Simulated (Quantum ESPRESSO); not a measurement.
Mn3Si:

```
CELL_PARAMETERS angstrom
0.00000 2.86100 2.86100
2.86100 0.00000 2.86100
2.86100 2.86100 0.00000
ATOMIC_POSITIONS crystal
Mn 0.75000 0.75000 0.75000
Mn 0.25000 0.25000 0.25000
Mn 0.50000 0.50000 0.50000
Si 0.00000 0.00000 0.00000
```

Base run:

- Program: Quantum ESPRESSO 7.5
- Functional: PBEsol
- Potentials or basis: GBRV 1.5 PBEsol
- Cutoff: 612 eV
- Density cutoff: 4898 eV
- k mesh: 7 × 7 × 7
- Occupations: fermi-dirac, width 0.05 eV
- Spin: collinear spin, ferromagnetic start
- Starting moments: [4.0, 4.0, 4.0, 0.0] μB
- Hubbard terms: Mn d U = 6 eV

Its results: band gap on the k mesh none (metal or under the smearing width); pressure 49.8 GPa; net moment 11.50 μB per cell; site moments Mn +3.63, +4.04; Si -0.19 μB.

After a change of settings the same cell gave: band gap on the k mesh none (metal or under the smearing width); pressure 65.2 GPa; net moment 12.29 μB per cell; site moments Mn +3.90, +4.17; Si -0.16 μB. Which change was it?
A. hubbard terms from Mn d U = 6 eV to Mn d U = 8 eV
B. hubbard terms from Mn d U = 6 eV to none
C. hubbard terms from Mn d U = 6 eV to Mn d U = 1 eV

A.

Caveats: a pressure of tens of GPa on the cell as given is suspect, and the run, the potentials or the cell itself is likely at fault; the U is typed as a test and isn't derived for this compound.
